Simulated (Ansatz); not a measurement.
Te on several prototypes, a ranking of structure types by relaxed energy

Program: the Ansatz DFT code, driven from Python.

The script, `te.py`:
```python
"""Structural preference of Te among simple prototypes."""

import warnings

import ansatz as az
import numpy as np
import spglib

VDW = "d3bjatm"
CUTOFF_EV = 420
KSPACING = 0.16
OCCUPATIONS = "fermi_dirac"
SIGMA = 0.05


def diamond(a_site, a):
    return (
        az.Lattice.fcc(a)
        .space_group(227, origin_choice=1)
        .atom(a_site, (0, 0, 0))
        .primitive()
    )


def hcp(A, a):
    return (
        az.Lattice.from_parameters(a, a, 1.633 * a, alpha=90, beta=90, gamma=120)
        .space_group(194)
        .atom(A, (1 / 3, 2 / 3, 0.25))
    )


def bcc(a_site, a):
    return (
        az.Lattice.bcc(a)
        .space_group(229)
        .atom(a_site, (0, 0, 0))
        .primitive()
    )


def solve(name, crystal):
    calc = (
        crystal.calculation()
        .functional(az.Functional.PBE, dispersion=VDW)
        .basis(CUTOFF_EV)
        .kpoints(spacing=KSPACING)
        .occupations(OCCUPATIONS, width=SIGMA)
        .stress()
        .band_table()
    )
    calc = calc.relax(force_tolerance=0.02, max_steps=40, cell=True)
    return calc.run()


def gap_ev(outcome):
    # nan where the run reports no band edges: a metal, overlapping bands, or a gap that is small against the smearing
    edges = outcome.report.get("band_edges_ev")
    return edges[1] - edges[0] if edges else float("nan")


def space_group(outcome):
    sites = outcome.report["lattice"]["sites"]
    kinds = sorted({site["symbol"] for site in sites})
    cell = (outcome.lattice.cell_ang, [site["position_frac"] for site in sites], [kinds.index(site["symbol"]) for site in sites])
    return spglib.get_spacegroup(cell, symprec=0.01)


def pressure_gpa(outcome):
    return float(np.trace(outcome.report["stress_gpa"]) / 3)

# starting lattice constants are rough guesses; the relaxation finds the rest
warnings.simplefilter("ignore", az.DeckWarning)

phases = {}
phases["diamond"] = diamond("Te", 6.47)
phases["hcp"] = hcp("Te", 3.33)
phases["bcc"] = bcc("Te", 3.74)

done = {}
for name, crystal in phases.items():
    done[name] = solve(name, crystal)
    print(f"{name}: {done[name].report['energy_sigma0_ev']:.4f} eV, {len(done[name].lattice.sites)} atoms")

energy = {name: o.report["energy_sigma0_ev"] / len(o.lattice.sites) for name, o in done.items()}
lowest = min(energy.values())
rows = [(name, len(o.lattice.sites), 1000 * (energy[name] - lowest), gap_ev(o), space_group(o), pressure_gpa(o)) for name, o in done.items()]
rows.sort(key=lambda row: row[2])
print("| phase | atoms | dE (meV/atom) | gap (eV) | space group | P (GPa) |")
print("| --- | --- | --- | --- | --- | --- |")
for row in rows:
    print(f"| {row[0]} | {row[1]:d} | {row[2]:.1f} | {row[3]:.2f} | {row[4]} | {row[5]:.2f} |")
print("order:", " < ".join(row[0] for row in rows))
```

```console
$ python te.py
diamond: -13959.6493 eV, 2 atoms
hcp: -13960.4702 eV, 2 atoms
bcc: -6980.1322 eV, 1 atoms
| phase | atoms | dE (meV/atom) | gap (eV) | space group | P (GPa) |
| --- | --- | --- | --- | --- | --- |
| hcp | 2 | 0.0 | nan | P6_3/mmc (194) | 0.02 |
| bcc | 1 | 102.9 | nan | Im-3m (229) | 0.00 |
| diamond | 2 | 410.5 | nan | Fd-3m (227) | 0.01 |
order: hcp < bcc < diamond
```

By space group at the end of each run: P6_3/mmc (+0 meV an atom, 29.8 Å³), Im-3m (+103 meV an atom, 27.3 Å³) and Fd-3m (+410 meV an atom, 44.4 Å³).

What to keep in mind:
- Absolute energies stand on the zero of these potentials, so only differences at equal settings mean something.
- Dispersion corrections can be off by several per cent in the lattices of metals, and by several GPa in the pressure at a fixed cell.
- Pressure is positive in compression.
- Gaps and levels are Kohn-Sham values on a finite set of k-points, without spin-orbit coupling.
- The cells are built on prototypes, so most aren't the phase found in nature. Rows bear the name of their start, and a relaxation keeps or raises the symmetry. Differences under 10 to 15 meV an atom lie within the error of mesh and functional.
- It ran for 110 s on 1 thread of Arm Neoverse V2, with other jobs on the host, peak memory 0.5 GiB.
